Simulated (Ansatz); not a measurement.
A run of Ansatz 0.2.0:

input.yaml

```yaml
crystal:
  lattice:
    - [0.0, 2.9785, 2.9785]
    - [2.9785, 0.0, 2.9785]
    - [2.9785, 2.9785, 0.0]
  atoms:
    - { symbol: Eu, position: [0.0, 0.0, 0.0], spin: 7.0 }
    - { symbol: S, position: [0.5, 0.5, 0.5] }
kpoints:
  mp_grid: { grid: [8, 8, 8] }
  band_path:
    path:
      - [0.0, 0.0, 0.0]
      - [0.5, 0.0, 0.5]
      - [0.5, 0.25, 0.75]
      - [0.375, 0.375, 0.75]
      - [0.0, 0.0, 0.0]
      - [0.5, 0.5, 0.5]
      - [0.625, 0.25, 0.625]
      - [0.5, 0.25, 0.75]
    npoints: 6
scf:
  occupations: { method: fermi_dirac, width: 0.05 }
hamiltonian:
  xc: blyp
  pseudopotentials: { kind: all_electron, lapw: { basis_error: 0.001 } }
magnetization:
  spin_polarized: true
output:
  forces: true
  stress: true
  eigenvalues: true
```

Potentials or basis: all-electron LAPW, scalar-relativistic.

Command:

```sh
$ ansatz run input.yaml --threads 2 --pin off --max-ram 6144MiB --backend cpu --events-out ev --progress --plain --runs-dir out
```

Hardware: 2 threads of Arm Neoverse V1, with other jobs on the host.

Problem. Estimate the wall time of this run.

Solution. Wall time 20 s on 2 threads of Arm Neoverse V1, with other jobs on the host, peak memory 0.46 GiB. Counts: scf iterations 11, plane waves 339, k points 29, bands 29.
